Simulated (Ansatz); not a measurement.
# Ca (I4/mmm) in Ansatz: convergence with n extra bands

Aim: find how far n extra bands must go before the results for Ca settle, at PBE. This setting moves, with any that are tied to it; all else stays.

Everything below comes from runs of Ansatz 0.2.0. Logs are shortened: lines on timing, memory, paths and dates and some standing lists are left out, and cuts for length are marked.

## 1. The crystal as given

The structure is tetragonal, space group I4/mmm (No. 139). The conventional cell has a = 4.410 Å, b = 4.410 Å, c = 4.392 Å, α = 90.00°, β = 90.00°, γ = 90.00°. Around Ca (site symmetry 4/mmm) lie 8 Ca at 3.81 Å.

This isn't the form of Ca at room conditions, which is fcc.

## 2. With n extra bands 1

Contents of input.yaml:

```yaml
crystal:
  lattice:
    - [-2.2052049036, 2.2052049036, 2.19611481]
    - [2.2052049036, -2.2052049036, 2.19611481]
    - [2.2052049036, 2.2052049036, -2.19611481]
  atoms:
    - { symbol: Ca, position: [0.5, 0.5, 0.0] }
hamiltonian:
  xc: pbe
  pseudopotentials: { kind: nc, source: spms }
kpoints:
  mp_grid: { grid: [7, 7, 7] }
scf:
  occupations: { method: gaussian, width: 0.05 }
  n_extra_bands: 1
output:
  forces: true
  stress: true
  eigenvalues: true
```

Potentials or basis: SPMS NC.

Command:

```
ansatz run input.yaml --threads 2 --pin off --max-ram 5632MiB --backend cpu --events-out ev --progress --plain --runs-dir out
```

Wall time 1.2 s (2 threads of Intel Xeon at 2.50GHz (Skylake/Cascade Lake), shared host); peak memory 0.26 GiB.

What came out:

```yaml
Free_energy: -1055.8389 eV
Pressure: -0.2 GPa
Band_gap_on_the_k_mesh: none (metal or under the smearing width)
```

## 3. With n extra bands 2

Changes to input.yaml since step 2:

```diff
@@ -14,3 +14,3 @@
   occupations: { method: gaussian, width: 0.05 }
-  n_extra_bands: 1
+  n_extra_bands: 2
 output:
```

Potentials or basis: SPMS NC.

Command:

```
ansatz run input.yaml --threads 2 --pin off --max-ram 5632MiB --backend cpu --events-out ev --progress --plain --runs-dir out
```

It took 0.9 s on 2 threads of Intel Xeon at 2.50GHz (Skylake/Cascade Lake), shared host; peak memory 0.26 GiB.

Results:

| Quantity | Value |
| --- | --- |
| Free energy | -1055.8389 eV |
| Pressure | -0.2 GPa |
| Band gap on the k mesh | none (metal or under the smearing width) |

## 4. With n extra bands 4

Changes to input.yaml since step 3:

```diff
@@ -14,3 +14,3 @@
   occupations: { method: gaussian, width: 0.05 }
-  n_extra_bands: 2
+  n_extra_bands: 4
 output:
```

Command:

```
ansatz run input.yaml --threads 2 --pin off --max-ram 5632MiB --backend cpu --events-out ev --progress --plain --runs-dir out
```

It took 1 s on 2 threads of Intel Xeon at 2.50GHz (Skylake/Cascade Lake), shared host; peak memory 0.26 GiB.

Results:

* Free energy: -1055.8389 eV
* Pressure: -0.2 GPa
* Band gap on the k mesh: none (metal or under the smearing width)

## 5. With n extra bands 8

Changes to input.yaml since step 4:

```diff
@@ -14,3 +14,3 @@
   occupations: { method: gaussian, width: 0.05 }
-  n_extra_bands: 4
+  n_extra_bands: 8
 output:
```

Command:

```
ansatz run input.yaml --threads 2 --pin off --max-ram 5632MiB --backend cpu --events-out ev --progress --plain --runs-dir out
```

Wall time 1.1 s (2 threads of Intel Xeon at 2.50GHz (Skylake/Cascade Lake), shared host); peak memory 0.27 GiB.

It converged, with:

| Property | Result |
| --- | --- |
| Free energy | -1055.8389 eV |
| Pressure | -0.2 GPa |
| Band gap on the k mesh | none (metal or under the smearing width) |

## 6. With n extra bands 16

Changes to input.yaml since step 5:

```diff
@@ -14,3 +14,3 @@
   occupations: { method: gaussian, width: 0.05 }
-  n_extra_bands: 8
+  n_extra_bands: 16
 output:
```

Potentials or basis: SPMS NC.

Command:

```
ansatz run input.yaml --threads 2 --pin off --max-ram 5632MiB --backend cpu --events-out ev --progress --plain --runs-dir out
```

Wall time 1.5 s (2 threads of Intel Xeon at 2.50GHz (Skylake/Cascade Lake), shared host); peak memory 0.27 GiB.

The run converged. Its results:

```yaml
Free_energy: -1055.8389 eV
Pressure: -0.2 GPa
Band_gap_on_the_k_mesh: none (metal or under the smearing width)
```

## 7. With n extra bands 32

Changes to input.yaml since step 6:

```diff
@@ -14,3 +14,3 @@
   occupations: { method: gaussian, width: 0.05 }
-  n_extra_bands: 16
+  n_extra_bands: 32
 output:
```

Potentials or basis: SPMS NC.

Command:

```
ansatz run input.yaml --threads 2 --pin off --max-ram 5632MiB --backend cpu --events-out ev --progress --plain --runs-dir out
```

Output:

```text
Warning: RAYON_NUM_THREADS=2 ignored (pool sized by the plan → 2); use --threads N
scf.n_extra_bands = 32 over 5 filled bands (N_el = 10.0): the run solves 37 bands
Engine: ansatz 0.2.0, x86_64-unknown-linux-gnu
Pseudopotentials: kind: nc
Pseudopotential: Ca, nc, valence charge 10, recommended cutoff 435.382179935808 eV (normal), Ca.nc.azcp
Functional definition: PBE
  parameter kappa = 0.804
  parameter beta = 0.06672455060314922
  exchange = pbe_x(kappa = kappa, mu = beta*pi^2/3)
  correlation = pbe_c(beta = beta)
Crystal: 1 atoms, lattice volume = 42.718 Å³
Basis set: ecut = 435.382179935808 eV, 935 PW (Γ), exchange–correlation on 54×54×54 points (8 copies of the dense FFT grid, shifted against one another)
Bands: 37, of which v1, the nominal top of the filled ones, is band 5 counted from 1 (4 counted from 0)
Symmetry: 16 space group operations
Space group: I4/mmm (ITA 139), of the structure as read, at distance tolerance 3.5e-5 Å
k-points: 40 of 343
Non-local potential: Ca, projectors of the file, l = 0: 2, l = 1: 2, l = 2: 2
Initial density: superposition of atomic densities (chi_scale 0.1, normalization cell)
Initial wavefunctions: pseudopotential atomic-orbital guess
Functional: x = pbe(κ = 0.804, μ = 0.2195149727645171), c = pbe(β = 0.06672455060314922)
SCF iter   1: F=—  HF=-1055.830424 eV  |F-HF|=—  |Δ(HF+E_count)|=         —  Δρ=8.48e-3  dr2=1.41e-2  ethr=3.10e-3  ⟨swp⟩=6.6  Hψ=8095  notcnv=0  defer=393
preconditioner: auto → Kerker (q_TF=auto, 2.142 Å⁻¹)  [metal: Δε(μ)=0.013 eV  Ē_g=21.917 eV  σ=0.050 eV  W_gap=0.14  n_scr=12 (ndim 8)  ℏωp=8.0 eV  f_vac=0.000  D(μ)=3.04/eV (n_scr^D=42)]
SCF iter   2: F=—  HF=-1055.835164 eV  |F-HF|=—  |Δ(HF+E_count)|=   4.74e-3  Δρ=4.96e-3  dr2=5.72e-3  ethr=1.41e-4  ⟨swp⟩=1.4  Hψ=1828  notcnv=0  defer=890
SCF iter   3: F=—  HF=-1055.838922 eV  |F-HF|=—  |Δ(HF+E_count)|=   3.76e-3  Δρ=6.57e-4  dr2=2.10e-4  ethr=5.72e-5  ⟨swp⟩=2.0  Hψ=814  notcnv=0  defer=890
SCF iter   4: F=—  HF=-1055.838933 eV  |F-HF|=—  |Δ(HF+E_count)|=   1.11e-5  Δρ=2.15e-4  dr2=2.73e-5  ethr=2.10e-6  ⟨swp⟩=1.9  Hψ=628  notcnv=0  defer=890
SCF iter   5: F=—  HF=-1055.838872 eV  |F-HF|=—  |Δ(HF+E_count)|=   6.04e-5  Δρ=3.51e-5  dr2=1.97e-7  ethr=2.73e-7  ⟨swp⟩=1.9  Hψ=533  notcnv=0  defer=890
SCF iter   6: F=-1055.838873 eV  HF=-1055.838873 eV  |F-HF|=4.77e-9  |Δ(HF+E_count)|=   2.35e-7  Δρ=3.50e-6  dr2=2.39e-9  ethr=1.00e-9  ⟨swp⟩=10.9  Hψ=9943  notcnv=0
SCF 1 converged in 6 iterations: F = -1055.838873 eV  dr2 = 2.39e-9
SCF converged after 6 iterations
Free energy (F): -1055.838873 eV
Harris-Foulkes:  -1055.838873 eV  (|F-HF|=4.77e-9)
Internal energy: -1055.834840 eV  (E = F + TS)
E sigma→0 (E₀):  -1055.836857 eV
Entropy (-TS):   -0.004032 eV (-4.032 meV/atom)
Fermi energy:    4.963990 eV
--- Per-component energies (eV) ---
  E_band       = -176.072671
  E_kinetic    = 340.507083
  E_local      = -830.603726  (includes V_loc(G=0)·N_el)
  E_nonlocal   = -40.728901
  E_hartree    = 270.943258
  E_xc         = -201.043462
  E_vxc        = -187.133646  (∫ρ·V_xc dr)
  E_ewald      = -594.909092
  E_smearing   = -0.004032  (= −TS)
  E_closure    = 0.000000  (closes the sum)
  Σ components = -1055.838873   (vs F -1055.838873, Δ=0.00e0)
--- Forces (eV/Å), atoms counted from 1 ---
  atom   1  Ca    -0.00000000     0.00000000    -0.00000000
  max |Σ_I F_I| component: 3.16e-30 eV/Å
--- Stress (GPa, compression-positive) ---
       -0.189639       0.000000       0.000000
        0.000000      -0.189639      -0.000000
        0.000000      -0.000000      -0.328573
  P = ⅓ Tr σ = -0.2360 GPa (-2.360 kbar)
--- Band table (eV; the first three rows and the last of 40) ---
  k-point 0: bands = ["-37.2006", "-18.0996", "-18.0973", "-18.0973", "0.9369", "7.2077", "7.2247", "7.2247", "8.2387", "8.2632", "15.0915", "15.0915", "15.1330", "18.3393", "18.3393", "18.3760", "18.3784", "18.3972", "20.4432", "20.4956", "20.4956", "24.4266", "30.7185", "30.7185", "30.9127", "33.9844", "34.1284", "35.4214", "39.0692", "42.9775", "43.0474", "43.0474", "43.3274", "43.3508", "43.3508", "44.8559", "44.8644"]
  k-point 1: bands = ["-37.1980", "-18.1225", "-18.1080", "-18.0972", "1.2964", "7.0208", "7.0267", "7.4929", "8.0584", "8.2720", "14.3909", "14.8675", "15.5290", "16.8244", "16.9229", "16.9762", "19.3066", "20.8651", "20.9189", "21.6940", "21.8650", "25.6615", "28.8544", "29.2638", "31.4384", "34.2859", "35.4935", "37.6271", "37.8587", "38.5744", "39.7713", "39.9952", "41.1005", "43.2673", "43.3191", "43.4475", "44.3006"]
  k-point 2: bands = ["-37.1921", "-18.1787", "-18.1268", "-18.0969", "2.2997", "6.2673", "6.6190", "8.0904", "8.2255", "8.3480", "12.0989", "13.5445", "14.9560", "16.2744", "16.7804", "17.9924", "19.6367", "22.1739", "23.6099", "23.7213", "23.9235", "26.0301", "26.8029", "30.1654", "32.7552", "33.3552", "33.9801", "34.0600", "34.3420", "37.9835", "38.1013", "40.4452", "40.8110", "42.4834", "42.7311", "43.4862", "43.5135"]
  k-point 39: bands = ["-37.1772", "-18.1923", "-18.1895", "-18.1883", "4.9308", "5.1519", "8.1131", "8.1436", "8.3796", "8.9252", "9.9563", "9.9866", "12.8917", "14.2315", "14.6153", "20.8820", "23.3957", "23.4358", "24.0525", "26.7703", "27.4034", "27.4380", "29.7583", "33.0701", "33.1087", "33.1765", "34.9055", "34.9139", "34.9327", "35.5182", "37.7628", "37.8913", "37.9975", "39.1804", "39.3894", "40.7697", "40.9675"]
```

Wall time 1.8 s (2 threads of Intel Xeon at 2.50GHz (Skylake/Cascade Lake), shared host); peak memory 0.28 GiB.

What came out:

| Property | Result |
| --- | --- |
| Free energy | -1055.8389 eV |
| Pressure | -0.2 GPa |
| Band gap on the k mesh | none (metal or under the smearing width) |

## 8. Result

| n extra bands | energy less the tightest run, at zero smearing (meV/atom) | SCF cycles | CPU time (s) | peak memory (GiB) |
| --- | --- | --- | --- | --- |
| 1 | 0.00 | 6 | 2 | 0.26 |
| 2 | 0.00 | 6 | 1.5 | 0.26 |
| 4 | 0.00 | 6 | 1.8 | 0.26 |
| 8 | 0.00 | 6 | 1.9 | 0.27 |
| 16 | 0.00 | 6 | 2.5 | 0.27 |
| 32 | 0.00 | 6 | 3.2 | 0.28 |

Against the tightest run, the energy stays within 1 meV/atom from 1 on. The tightest run that finished is the yardstick and may itself not be fully converged.
